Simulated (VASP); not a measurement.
**InAs in VASP 6.6.1, relaxation**

INCAR

```
LASPH = .TRUE.
LREAL = .FALSE.
NELM = 77
SIGMA = 0.02
ICHARG = 1
EDIFFG = -5E-3
ISIF = 3
NBANDS = 16
LWAVE = .FALSE.
LCHARG = .FALSE.
NSW = 30
GGA = CA
EDIFF = 1E-7
ENCUT = 600
IBRION = 2
ISMEAR = -1
PREC = Accurate
```

KPOINTS

```
KPOINTS created by Atomic Simulation Environment
0
Gamma
8 8 8
0 0 0
```

POSCAR

```
In As
 1.0000000000000000
    -0.0000000000000000    2.8767311147595351    2.8767311147595351
     2.8767311147595351    0.0000000000000000    2.8767311147595351
     2.8767311147595351    2.8767311147595351    0.0000000000000000
 In  As
   1   1
Cartesian
  0.0000000000000000 -0.0000000000000000 -0.0000000000000000
  2.8767311147595351  2.8767311147595351  2.8767311147595351
```

The recommended LDA PAW datasets give the neutral cell 18 valence electrons.

Command

```
mpirun -np 1 vasp_std
```

OSZICAR

```
N       E                     dE             d eps       ncg     rms          rms(c)
DAV:   1     0.112156467189E+03    0.11216E+03   -0.90802E+03   928   0.141E+03
DAV:   2    -0.194601756058E+01   -0.11410E+03   -0.10936E+03   984   0.316E+02
DAV:   3    -0.871724940821E+01   -0.67712E+01   -0.66685E+01  1224   0.720E+01
DAV:   4    -0.887339787513E+01   -0.15615E+00   -0.15606E+00  1072   0.116E+01
DAV:   5    -0.888039465953E+01   -0.69968E-02   -0.69966E-02  1424   0.219E+00    0.368E+00
DAV:   6    -0.871076338584E+01    0.16963E+00   -0.30550E-01  1328   0.931E+00    0.197E+00
DAV:   7    -0.870330292737E+01    0.74605E-02   -0.26934E-02  1256   0.130E+00    0.752E-01
DAV:   8    -0.870086559865E+01    0.24373E-02   -0.14334E-03  1200   0.392E-01    0.990E-02
DAV:   9    -0.870077644703E+01    0.89152E-04   -0.10032E-04  1200   0.847E-02    0.677E-02
DAV:  10    -0.870077829482E+01   -0.18478E-05   -0.64394E-06  1432   0.316E-02    0.886E-03
...
DAV:   1    -0.891134511458E+01   -0.16378E+00   -0.37135E+00  1144   0.374E+01    0.242E+00
DAV:   2    -0.878090063248E+01    0.13044E+00   -0.25055E-01  1160   0.105E+01    0.909E-01
DAV:   3    -0.875879219803E+01    0.22108E-01   -0.62002E-02  1216   0.491E+00    0.452E-01
DAV:   4    -0.875857470072E+01    0.21750E-03   -0.25565E-03   968   0.457E-01    0.295E-01
DAV:   5    -0.875821897019E+01    0.35573E-03   -0.22416E-04  1240   0.138E-01    0.137E-01
DAV:   6    -0.875817712975E+01    0.41840E-04   -0.97461E-05  1320   0.101E-01    0.199E-02
DAV:   7    -0.875817475466E+01    0.23751E-05   -0.86361E-06  1232   0.424E-02    0.614E-03
DAV:   8    -0.875817456433E+01    0.19032E-06   -0.10093E-06  1224   0.179E-02    0.191E-03
DAV:   9    -0.875817457038E+01   -0.60445E-08   -0.26331E-08   656   0.189E-03
   3 F= -.87581746E+01 E0= -.87577746E+01  d E =-.573963E-01
```

Standard output (part)

```
POSCAR found type information on POSCAR InAs
 POSCAR found :  2 types and       2 ions
 LDA part: xc-table for (Slater(with rela. corr.)+CA(PZ))
 , standard interpolation
 POSCAR, INCAR and KPOINTS ok, starting setup
 WAVECAR not read
 WARNING: CHGCAR is incomplete
 entering main loop
 curvature:   0.00 expect dE= 0.000E+00 dE for cont linesearch  0.000E+00
 search vector abs. value=  0.153E+00
 bond charge predicted
 trial-energy change:   -0.046784  1 .order   -0.040227   -0.153235    0.072780
 bond charge predicted
 curvature:  -0.33 expect dE=-0.361E-07 dE for cont linesearch -0.361E-07
 search vector abs. value=  0.108E-06
 reached required accuracy - stopping structural energy minimisation
```

From OUTCAR

```
k-points           NKPTS =     29   k-points in BZ     NKDIM =     29   number of bands    NBANDS=     16

   NELECT =      18.0000    total number of electrons

   dimension x,y,z NGX =    36 NGY =   36 NGZ =   36
   dimension x,y,z NGXF=    72 NGYF=   72 NGZF=   72

  energy-cutoff  :      600.00
  volume of cell :       44.12
      direct lattice vectors                 reciprocal lattice vectors
     0.000000000  2.804678394  2.804678394    -0.178273559  0.178273559  0.178273559
     2.804678394  0.000000000  2.804678394     0.178273559 -0.178273559  0.178273559
     2.804678394  2.804678394 -0.000000000     0.178273559  0.178273559 -0.178273559

 k-points in reciprocal lattice and weights: KPOINTS created by Atomic Simulation Env
   0.00000000  0.00000000  0.00000000       0.002
   0.12500000  0.00000000  0.00000000       0.016
   0.25000000  0.00000000  0.00000000       0.016
   0.37500000  0.00000000  0.00000000       0.016
   0.50000000  0.00000000  0.00000000       0.008
   0.12500000  0.12500000  0.00000000       0.012
   0.25000000  0.12500000  0.00000000       0.047
   0.37500000  0.12500000  0.00000000       0.047
   ...

 E-fermi :   6.6470

 k-point     1 :       0.0000    0.0000    0.0000
  band No.  band energies     occupation
      1      -7.6784      2.00000
      2      -7.6784      2.00000
      3      -7.6501      2.00000
      4      -7.6501      2.00000
      5      -7.6501      2.00000
      6      -6.0240      2.00000
      7       6.3691      2.00000
      8       6.3851      2.00000
      9       6.3851      2.00000
     10       6.3851      2.00000
     11      13.9513      0.00000
     12      13.9513      0.00000
     13      13.9513      0.00000
     14      14.4179      0.00000
     15      14.4179      0.00000
     16      14.4179      0.00000

 k-point     2 :       0.1250    0.0000    0.0000
  band No.  band energies     occupation
      1      -7.6869      2.00000
      2      -7.6869      2.00000
      3      -7.6509      2.00000
      4      -7.6410      2.00000
      5      -7.6410      2.00000
      6      -5.8383      2.00000
      7       4.2782      2.00000
      8       6.4207      1.99998
      9       6.4207      1.99998
     10       8.1545      0.00000
     11      12.7303      0.00000
     12      13.0856      0.00000
     13      13.0856      0.00000
     14      14.3475      0.00000
     15      14.5216      0.00000
     16      14.5216      0.00000

 k-point     3 :       0.2500    0.0000    0.0000
  band No.  band energies     occupation
      1      -7.7110      2.00000
      2      -7.7110      2.00000
      3      -7.6550      2.00000
      4      -7.6154      2.00000
      5      -7.6154      2.00000
      6      -5.3064      2.00000
      7       2.2060      2.00000
      8       6.5430      1.98905
      9       6.5430      1.98905
     10       8.9904      0.00000
     11      11.5247      0.00000
     12      11.5247      0.00000
     13      11.9263      0.00000
     14      14.5502      0.00000
     15      15.5897      0.00000
     16      15.5897      0.00000

 ...

  Total        0.0012208      0.0012208      0.0012208     -0.0000000     -0.0000000     -0.0000000
  in kB        0.0443268      0.0443268      0.0443268     -0.0000000     -0.0000000     -0.0000000
  external PRESSURE =       0.0443268 kB  Pullay stress =       0.0000000 kB

 POSITION                                       TOTAL-FORCE (eV/Angst)
 -----------------------------------------------------------------------------------
      0.00000      0.00000     -0.00000        -0.000000     -0.000000     -0.000000
      2.80468      2.80468      2.80468         0.000000      0.000000      0.000000
 -----------------------------------------------------------------------------------
    total drift:                               -0.000000      0.000000      0.000000

  FREE ENERGIE OF THE ION-ELECTRON SYSTEM (eV)
  ---------------------------------------------------
  free  energy   TOTEN  =        -8.7581745704 eV

  energy  without entropy=       -8.7573745348  energy(sigma->0) =       -8.75777455
```

| ionic step | ΔE (meV/atom) | volume (Å³) | largest force (eV/Å) | pressure (GPa) | electronic steps |
| --- | --- | --- | --- | --- | --- |
| 1 | 0.0 | 47.61 | 0.000 | -4.90 | 11 |
| 2 | -23.4 | 42.77 | 0.000 | 2.59 | 9 |
| 3 | -28.7 | 44.12 | 0.000 | 0.00 | 9 |

It converged. Results: relaxed cell vector lengths 3.966, 3.966, 3.966 Å; relaxed cell volume 44.12 Å³.

One setting is odd (density file missing or never updated), but here it hardly changes the result.

On sound settings the LDA relaxation ends at 44.12 Å³.

The run took about 26 s on one core of a shared host (Intel Xeon 6975P-C) and held 0.19 GiB at most.
